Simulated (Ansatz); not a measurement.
The elements of this relaxed trial crystal are hidden behind letters.

```
lattice vectors (Å)
   8.1647    0.0000    0.0000
   0.0000    4.5070    0.0000
   0.0000    0.0000    7.4791
fractional positions
X 0.8408 0.7500 0.3990
X 0.6592 0.2500 0.8990
X 0.3408 0.7500 0.1010
X 0.1592 0.2500 0.6010
Z 0.8223 0.2500 0.5960
Z 0.6777 0.7500 0.0960
Z 0.3223 0.2500 0.9040
Z 0.1777 0.7500 0.4040
```

All numbers below come from Ansatz 0.2.0, DFT PBE, scalar-relativistic, plane waves, PAW. Cutoff 420 eV, Γ-centred 4×6×4 mesh (8-atom cell), Gaussian smearing of 0.02 eV, no spin polarisation.

| Item | Value |
| --- | --- |
| Space group | Pnma (No. 62) |
| Conventional cell | a = 8.165 Å, b = 4.507 Å, c = 7.479 Å |
| Volume per atom | 34.40 Å³ |
| Density | 4.62 g/cm³ |
| Energy over the elements | −0.557 eV/atom |
| Gap on the 4×6×4 mesh of the 8-atom cell | 0.75 eV |

Energies are uncorrected and count from the elements' standard states at the same level.

**Question.** X is a d-block element of period 5 and Z is a p-block element of period 4. Which elements are they?

**Answer.** X = Cd, Z = Se, so the formula is CdSe. Density times volume gives a mean mass of 4.62 × 34.40/1.6605 = 95.7 u per atom, and this set has 95.7 u. Among the elements that the hints allow, noble gases aside, only these give it. Around Cd lie 4 Se at 2.63–2.75 Å; Se is surrounded by 4 Cd at 2.63–2.75 Å.

Kohn–Sham gaps at this level usually fall short of measured ones. A later test with randomly moved atoms came back to the same energy, though modes that don't fit the test's cell weren't probed.
